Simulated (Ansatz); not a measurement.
Sn: pressure against volume, fitted

```
CELL_PARAMETERS angstrom
-1.59075 1.59075 2.91565
1.59075 -1.59075 2.91565
1.59075 1.59075 -2.91565
ATOMIC_POSITIONS crystal
Sn 0.00000 0.00000 0.00000
```

Conventional cell: a = 3.182 Å, b = 3.182 Å, c = 5.831 Å, α = 90.00°, β = 90.00°, γ = 90.00°. Around Sn (atom 1) lie 4 Sn at 3.18 Å.

The cell is COD entry 1540069, as deposited and not checked against the literature; nothing was relaxed.

No spin–orbit coupling, which matters for the heavy atoms here.

These are results of DFT, PBE, all-electron LAPW, scalar-relativistic (Ansatz 0.2.0), not measurements.

Sampling and basis: a Γ-centred 18×18×18 k mesh, Fermi–Dirac smearing of 0.03 eV, basis error target 1 meV/atom, no spin polarisation.

The cell is scaled evenly. Fractional coordinates are held (clamped ions).

```tsv
V (Å³/atom)	P (GPa)
27.756	1.06
28.332	0.06
28.627	-0.41
28.922	-0.85
29.217	-1.26
29.512	-1.64
29.807	-2.00
30.102	-2.34
30.397	-2.67
30.693	-2.98
31.283	-3.55
```

Fit a third-order Birch–Murnaghan curve to the pressures.

P = (3B0/2)(y^(7/2) − y^(5/2))[1 + (3/4)(B0′ − 4)(y − 1)] with y = (V0/V)^(2/3) fits within 0.01 GPa for V0 = 28.370 Å³/atom, B0 = 45.7 GPa and B0′ = 4.76.

Predict the pressure at the withheld volume, 27.741 Å³/atom.

There y = 1.0150, so the fit gives 1.08 GPa; the run gave 1.08 GPa.
